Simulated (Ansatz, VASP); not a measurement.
# MgI2: VASP beside Ansatz

The input INCAR:

```
PREC = Accurate
ENCUT = 520
EDIFF = 1E-6
ISMEAR = -1
SIGMA = 0.03
LREAL = False
LASPH = True
NELM = 60
ALGO = Normal
ISIF = 2
LWAVE = False
LCHARG = False
GGA = PS
NBANDS = 15
```

The input KPOINTS:

```
regular mesh
0
Gamma
  7 7 4
```

The input POSCAR:

```
MgI2
1.0
    4.1952371226      0.0000000000      0.0000000000
   -2.0976185613      3.6331819230      0.0000000000
    0.0000000000      0.0000000000      6.8620000000
Mg I
1 2
Direct
    0.0000000000      0.0000000000      0.0000000000
    0.3333333333      0.6666666667      0.7576300000
    0.6666666667      0.3333333333      0.2423700000
```

Input for Ansatz:

```yaml
crystal:
  lattice:
    - [4.1952371226, 0.0, 0.0]
    - [-2.0976185613, 3.633181923, 0.0]
    - [0.0, 0.0, 6.862]
  atoms:
    - { symbol: Mg, position: [0.0, 0.0, 0.0] }
    - { symbol: I, position: [0.3333333333, 0.6666666667, 0.75763] }
    - { symbol: I, position: [0.6666666667, 0.3333333333, 0.24237] }
kpoints:
  mp_grid: { grid: [7, 7, 4] }
  band_path:
    path:
      - [0.0, 0.0, 0.0]
      - [0.5, 0.0, 0.0]
      - [0.3333333333, 0.3333333333, 0.0]
      - [0.0, 0.0, 0.0]
      - [0.0, 0.0, 0.5]
      - [0.5, 0.0, 0.5]
      - [0.3333333333, 0.3333333333, 0.5]
      - [0.0, 0.0, 0.5]
      - [0.5, 0.0, 0.5]
    npoints: 5
scf:
  occupations: { method: fermi_dirac, width: 0.03 }
hamiltonian:
  xc: pbesol
  pseudopotentials: { kind: all_electron, lapw: { basis_error: 0.001 } }
output:
  forces: true
  stress: true
  eigenvalues: true
```

Change from the starting cell: equal xx and yy strain of +1 %.

Alike in both runs: task single point; functional PBEsol; k mesh 7 × 7 × 4; occupations fermi-dirac, width 0.03 eV; no spin polarisation.

|  | VASP | Ansatz |
| --- | --- | --- |
| version | VASP 6.6.1 | Ansatz 0.2.0 |
| potentials or method | VASP PAW PBE potentials, release 64 (Mg, I) | all-electron LAPW, scalar-relativistic |
| plane-wave cutoff (eV) | 520 | see its input |

VASP gave:

* gap on the k mesh at the Fermi level (eV): 3.40
* pressure (GPa): -0.8
* largest component of the traceless stress (GPa): 0.46
* rms of the force components (eV/Å): 0.050

Task: Estimate Ansatz's values.

Result: gap on the k mesh at the Fermi level (eV): 3.41; pressure (GPa): -0.8; largest component of the traceless stress (GPa): 0.45; rms of the force components (eV/Å): 0.049.

Atom by atom the forces differ by 0.002 eV/Å (rms over components). Ansatz ran all-electron here, so the differences hold the error of VASP's frozen core and of both bases.

Caveats: the PAW data sets were made with another functional, which shifts forces and pressure a little (VASP); spin-orbit coupling is left out, which moves the levels of the heavy elements; an odd mesh through Γ misses points on the zone boundary, where band edges often lie; this functional lacks dispersion, which binds the layers, so the pressure and a relaxed spacing across them are unreliable.
